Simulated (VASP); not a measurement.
# Rh in VASP: relaxation of the atoms with r2SCAN+rVV10

Aim: the relaxation of the atoms of Rh with r2SCAN+rVV10.

All numbers are computed with VASP 6.6.1; they aren't measurements. Logs are shortened: lines on timing, memory, paths and dates and some standing lists are left out, and cuts for length are marked.

## (1) Starting point

The cell holds a slab with vacuum, 4 atoms: a = 2.700 Å, b = 2.700 Å, c = 27.269 Å, α = 90.00°, β = 90.00°, γ = 120.00°.

The cell was built by a generator and needn't be a form met in nature.

## (2) Relaxation of the atoms, r2SCAN+rVV10

Input file INCAR:

```
ALGO = Normal
BPARAM = 11.95
CPARAM = 0.0093
DIPOL = 0.5 0.5 0.500
EDIFF = 1E-7
EDIFFG = -0.02
ENCUT = 520
IBRION = 2
IDIPOL = 3
ISIF = 2
ISMEAR = 1
IVDW_NL = 2
KPAR = 2
LASPH = T
LCHARG = F
LDIPOL = T
LMIXTAU = T
LREAL = F
LUSE_VDW = T
LWAVE = F
METAGGA = R2SCAN
NELM = 120
NSW = 90
PREC = Accurate
SIGMA = 0.1
```

Input file KPOINTS:

```
k-points
0
Gamma
  16 16 1
```

Input file POSCAR:

```
Rh
1.0
    2.6997849600      0.0000000000      0.0000000000
   -1.3498924800      2.3380823200      0.0000000000
    0.0000000000      0.0000000000     27.2693498400
Rh
4
Direct
    0.3333340000      0.6666660000      0.3804305800
    0.0000000000      1.0000000000      0.4601423000
    0.6666670000      0.3333330000      0.5398577000
    0.3333340000      0.6666660000      0.6195694200
```

Potentials or basis: VASP PAW PBE potentials, release 64 (Rh_pv).

On the command line:

```sh
$ cat potpaw_PBE.64/Rh_pv/POTCAR > POTCAR
$ mpirun -np 2 vasp_std > vasp.out
```

OUTCAR:

```text
BPARAM = 11.95
   EDIFF = 1E-7
   EDIFFG = -0.02
   ENCUT = 520
   IBRION = 2
   ISIF = 2
   ISMEAR = 1
   IVDW_NL = 2
   LASPH = T
   LREAL = F
   METAGGA = R2SCAN
   NELM = 120
   NSW = 90
   PREC = Accurate

 ion  position               nearest neighbor table
   1  0.333  0.667  0.380-   2 2.67   2 2.67   2 2.67
   2  0.000  0.000  0.460-   1 2.67   1 2.67   1 2.67   3 2.67   3 2.67   3 2.67
   3  0.667  0.333  0.540-   4 2.67   4 2.67   4 2.67   2 2.67   2 2.67   2 2.67
   4  0.333  0.667  0.620-   3 2.67   3 2.67   3 2.67

  LATTYP: Found a hexagonal cell.
 ALAT       =     2.6997849600
 C/A-ratio  =    10.1005636538

  Lattice vectors:

 A1 = (   2.6997849600,   0.0000000000,   0.0000000000)
 A2 = (  -1.3498924800,   2.3380823200,   0.0000000000)
 A3 = (   0.0000000000,   0.0000000000,  27.2693498400)

Analysis of symmetry for initial positions (statically):
=====================================================================
 Subroutine PRICEL returns:
 Original cell was already a primitive cell.

 Routine SETGRP: Setting up the symmetry group for a
 hexagonal supercell.

 Subroutine GETGRP returns: Found 12 space group operations
 (whereof  6 operations were pure point group operations)
 out of a pool of 24 trial point group operations.

The static configuration has the point symmetry C_3v.
 The point group associated with its full space group is D_3d.

Analysis of symmetry for dynamics (positions and initial velocities):
=====================================================================
 Subroutine PRICEL returns:
 Original cell was already a primitive cell.

 Routine SETGRP: Setting up the symmetry group for a
 hexagonal supercell.

 Subroutine GETGRP returns: Found 12 space group operations
 (whereof  6 operations were pure point group operations)
 out of a pool of 24 trial point group operations.

The dynamic configuration has the point symmetry C_3v.
 The point group associated with its full space group is D_3d.

 Subroutine INISYM returns: Found 12 space group operations
 (whereof  6 operations are pure point group operations),
 and found     1 'primitive' translations

----------------------------------------------------------------------------------------

                                     Primitive cell

  volume of cell :     172.1328

  direct lattice vectors                    reciprocal lattice vectors
     2.699784960  0.000000000  0.000000000     0.370399871  0.213850469  0.000000000
    -1.349892480  2.338082320  0.000000000     0.000000000  0.427700937  0.000000000
     0.000000000  0.000000000 27.269349840     0.000000000  0.000000000  0.036671208

  length of vectors
     2.699784960  2.699784925 27.269349840     0.427700932  0.427700937  0.036671208

  position of ions in fractional coordinates (direct lattice)
     0.333334000  0.666666000  0.380430580
     0.000000000  0.000000000  0.460142300
     0.666667000  0.333333000  0.539857700
     0.333334000  0.666666000  0.619569420

  ion indices of the primitive-cell ions
   primitive index   ion index
                 1           1
                 2           2
                 3           3
                 4           4

----------------------------------------------------------------------------------------

 KPOINTS: k-points

Automatic generation of k-mesh.
 Grid dimensions read from file:
 generate k-points for:   16   16    1

 Generating k-lattice:

  Cartesian coordinates                     Fractional coordinates (reciprocal lattice)
     0.023149992  0.013365654  0.000000000     0.062500000  0.000000000  0.000000000
     0.000000000  0.026731309  0.000000000     0.000000000  0.062500000  0.000000000
     0.000000000  0.000000000  0.036671208     0.000000000  0.000000000  1.000000000

  Length of vectors
     0.026731308  0.026731309  0.036671208

  Shift w.r.t. Gamma in fractional coordinates (k-lattice)
     0.000000000  0.000000000  0.000000000

 Subroutine IBZKPT returns following result:
 ===========================================

 Found     30 irreducible k-points:

 Following reciprocal coordinates:
            Coordinates               Weight
  0.000000  0.000000  0.000000      1.000000
  0.062500  0.000000  0.000000      6.000000
  0.125000  0.000000  0.000000      6.000000
  0.187500 -0.000000  0.000000      6.000000
  0.250000  0.000000  0.000000      6.000000
  0.312500 -0.000000  0.000000      6.000000
[... 16 lines left out ...]
  0.187500  0.187500  0.000000      6.000000
  0.250000  0.187500  0.000000     12.000000
 [... further k-points ...]
   k-points           NKPTS =     30   k-points in BZ     NKDIM =     30   number of bands    NBANDS=     36
   number of dos      NEDOS =    301   number of ions     NIONS =      4
   total plane-waves  NPLWV =  84000
   dimension x,y,z NGX =    20 NGY =   20 NGZ =  210
   dimension x,y,z NGXF=    40 NGYF=   40 NGZF=  420
   ions per type =               4
   NGX,Y,Z   is equivalent  to a cutoff of  12.32, 12.32, 12.80 a.u.
   NGXF,Y,Z  is equivalent  to a cutoff of  24.63, 24.63, 25.61 a.u.
 SYSTEM =  unknown system
   PREC   = accura    normal or accurate (medium, high low for compatibility)
   ISTART =      0    job   : 0-new  1-cont  2-samecut
   ICHARG =      2    charge: 1-file 2-atom 10-const
   ISPIN  =      1    spin polarized calculation?
   LNONCOLLINEAR =      F non collinear calculations
   LSORBIT =      F    spin-orbit coupling
   LASPH  =      T    aspherical Exc in radial PAW
   ENCUT  =  520.0 eV  38.22 Ry    6.18 a.u.   5.02  5.02 50.70*2*pi/ulx,y,z
   NELM   =    120;   NELMIN=  2; NELMDL= -5     # of ELM steps
   EDIFF  = 0.1E-06   stopping-criterion for ELM
   LREAL  =      F    real-space projection
   EDIFFG = -.2E-01   stopping-criterion for IOM
   NSW    =     90    number of steps for IOM
   IBRION =      2    ionic relax: 0-MD 1-quasi-New 2-CG
   NFREE  =      1    steps in history (QN), initial steepest desc. (CG)
   ISIF   =      2    stress and relaxation
   ISYM   =      2    0-nonsym 1-usesym 2-fastsym
   POTIM  = 0.5000    time-step for ionic-motion
   TEBEG  =    0.0;   TEEND  =   0.0 temperature during run
   PSTRESS=    0.0 pullay stress
   NELECT =      60.0000    total number of electrons
   NUPDOWN=      -1.0000    fix difference up-down
   EMIN   =  10.00;   EMAX   =-10.00  energy-range for DOS
   EFERMI =   0.00;   METHOD = LEGACY
   ISMEAR =     1;   SIGMA  =   0.10  broadening in eV -4-tet -1-fermi 0-gaus
   EFERMI_NEDOS =   21; number of points for ismear=-14 and -15
   IALGO  =     38    algorithm
   IMIX   =      4    mixing-type and parameters
     AMIX     =   0.40;   BMIX     =  1.00
     AMIX_MAG =   1.60;   BMIX_MAG =  1.00
  volume/ion in A,a.u.               =      43.03       290.40
  Fermi-wavevector in a.u.,A,eV,Ry     =   1.152137  2.177223 18.060630  1.327419
  Thomas-Fermi vector in A             =   2.288790
   LORBIT       =      0    0 simple, 1 ext, 2 COOP (PROOUT), +10 PAW based schemes
   METAGGA = R2SCAN    functional components
   LHFCALC =     F    Hartree Fock is set to
   AEXX    =    0.0000 exact exchange contribution
   IVDW_NL    =     2    kernel type
   BPARAM     =11.9500
   IVDW    =     0    specifies the selected vdW correction
   LEPSILON=     F    determine dielectric tensor
   LRPA    =     F    only Hartree local field effects (RPA)
 conjugate gradient relaxation of ions
 non-spin polarized calculation
 Methfessel and Paxton  Order N= 1 SIGMA  =   0.10
  energy-cutoff  :      520.00
  volume of cell :      172.13
 maximum number of plane-waves:      4691
 NGX is ok and might be reduce to    20
   NGX =  9   NGY =  9   NGZ =101

 dipolmoment           0.000000      0.000000     -0.000000 electrons x Angstroem

--------------------------------------- Ionic step        1  -------------------------------------------

 number of electron      60.0000000 magnetization

 Free energy of the ion-electron system (eV)
  ---------------------------------------------------
  ext. energy  EPLUGINS =         0.00000000
  ---------------------------------------------------
  free energy    TOTEN  =       -93.25394167 eV

  energy without entropy =      -93.24955285  energy(sigma->0) =      -93.25247873

------------------------ aborting loop EDIFF was not reached (unconverged)  ----------------------------

  FORCE on cell =-STRESS in cart. coord.  units (eV):
  Direction    XX          YY          ZZ          XY          YZ          ZX
  --------------------------------------------------------------------------------------
  -------------------------------------------------------------------------------------
  Total       -3.9370113     -3.9370112     -1.5399259      0.0000000      0.0000000      0.0000000
  in kB      -36.6448955    -36.6448942    -14.3333156      0.0000000      0.0000000      0.0000000
  external PRESSURE =     -29.2077018 kB  Pullay stress =       0.0000000 kB

 VOLUME and BASIS-vectors are now :
 -----------------------------------------------------------------------------
  energy-cutoff  :      520.00
  volume of cell :      172.13
      direct lattice vectors                 reciprocal lattice vectors
     2.699784960  0.000000000  0.000000000     0.370399871  0.213850469  0.000000000
    -1.349892480  2.338082320  0.000000000     0.000000000  0.427700937  0.000000000
     0.000000000  0.000000000 27.269349840     0.000000000  0.000000000  0.036671208
[... 90 lines left out ...]
  energy  without entropy=      -93.2582877639  energy(sigma->0) =      -93.26158224

--------------------------------------- Ionic step        4  -------------------------------------------

 number of electron      59.9999998 magnetization

 dipolmoment           0.000000      0.000000      0.000000 electrons x Angstroem

 Free energy of the ion-electron system (eV)
  ---------------------------------------------------
  ext. energy  EPLUGINS =         0.00000000
  ---------------------------------------------------
  free energy    TOTEN  =       -93.26327370 eV

  energy without entropy =      -93.25834068  energy(sigma->0) =      -93.26162936

 E-fermi :   0.1868     XC(G=0):  -5.5191

 val. band max:        0.1834033586   @ k =   0.4375   0.1250   0.0000
 cond. band min:       0.1879989190   @ k =   0.4375   0.0625   0.0000
 fundamental gap:      0.0045955603
 Fermi energy:         0.1868203634

 k-point     1 :       0.0000    0.0000    0.0000
  band No.  band energies     occupation
      1     -48.4319      2.00000
      2     -48.0173      2.00000
      3     -47.7950      2.00000
      4     -47.7950      2.00000
      5     -47.7275      2.00000
      6     -47.7275      2.00000
[... 925 lines left out ...]
     35       3.9124      0.00000
     36       6.1423      0.00000

 [... further k-points ...]

------------------------ aborting loop because EDIFF is reached ----------------------------------------

 vacuum level on the upper side and lower side of the slab       (xc-potential included)         0.047         0.048

  FORCE on cell =-STRESS in cart. coord.  units (eV):
  Direction    XX          YY          ZZ          XY          YZ          ZX
  --------------------------------------------------------------------------------------
  -------------------------------------------------------------------------------------
  Total       -3.4364780     -3.4364779     -0.0687271     -0.0000000      0.0000000      0.0000000
  in kB      -31.9860338    -31.9860327     -0.6396979     -0.0000000      0.0000000      0.0000000
  external PRESSURE =     -21.5372548 kB  Pullay stress =       0.0000000 kB

 VOLUME and BASIS-vectors are now :
 -----------------------------------------------------------------------------
  energy-cutoff  :      520.00
  volume of cell :      172.13
      direct lattice vectors                 reciprocal lattice vectors
     2.699784960  0.000000000  0.000000000     0.370399871  0.213850469  0.000000000
    -1.349892480  2.338082320  0.000000000     0.000000000  0.427700937  0.000000000
     0.000000000  0.000000000 27.269349840     0.000000000  0.000000000  0.036671208
[... 10 lines left out ...]
  FREE ENERGIE OF THE ION-ELECTRON SYSTEM (eV)
  ---------------------------------------------------
  free  energy   TOTEN  =       -93.2632736991 eV

  energy  without entropy=      -93.2583406826  energy(sigma->0) =      -93.26162936

 reached required accuracy - stopping structural energy minimisation

 vacuum level on the upper side and lower side of the slab         5.480         5.480
```

It took 49 min on 2 MPI ranks of Intel Xeon 6975P-C (Granite Rapids), shared host; peak memory 0.68 GiB.

Results:

```yaml
Free_energy: -93.2633 eV
Energy_gained_by_relaxing: 2.3 meV/atom
Ionic_steps: 4
Largest_force_after_relaxing: 0.019 eV/Å
Band_gap_on_the_k_mesh: none (metal or under the smearing width)
```

Forces in eV/Å, atoms in the order of the input:
```
Rh   0.000  0.000  0.010
Rh   0.000  0.000 -0.019
Rh   0.000  0.000  0.019
Rh   0.000  0.000 -0.010
```

Step by step:
```
step  energy change (eV)  largest force (eV/Å)  pressure (GPa)
   1              0.0000                0.1998           -2.92
   2             -0.0045                0.1513           -2.72
   3             -0.0093                0.0290           -2.09
   4             -0.0093                0.0195           -2.15
```

Final structure:
```cif
data_structure
_symmetry_space_group_name_H-M 'P 1'
_symmetry_Int_Tables_number 1
_cell_length_a 2.6998
_cell_length_b 2.6998
_cell_length_c 27.2693
_cell_angle_alpha 90.000
_cell_angle_beta 90.000
_cell_angle_gamma 120.000
_cell_volume 172.13
loop_
_atom_site_label
_atom_site_type_symbol
_atom_site_fract_x
_atom_site_fract_y
_atom_site_fract_z
_atom_site_occupancy
Rh1 Rh 0.33333 0.66667 0.38174 1
Rh2 Rh 0.00000 0.00000 0.46075 1
Rh3 Rh 0.66667 0.33333 0.53925 1
Rh4 Rh 0.33333 0.66667 0.61826 1
```

Levels at points of the mesh, in eV from the Fermi level:
| k point | band 26 | band 27 | band 28 | band 29 | band 30 | band 31 | band 32 | band 33 |
| --- | --- | --- | --- | --- | --- | --- | --- | --- |
| (0.00, 0.00, 0.00) | -2.42 | -1.88 | -1.11 | -1.11 | -0.82 | -0.82 | -0.02 | -0.02 |
| (0.50, 0.00, 0.00) | -0.17 | 0.36 | 0.37 | 0.49 | 0.75 | 1.12 | 1.16 | 1.99 |

Caveat: the PAW data sets were made with another functional, which shifts forces and pressure a little.
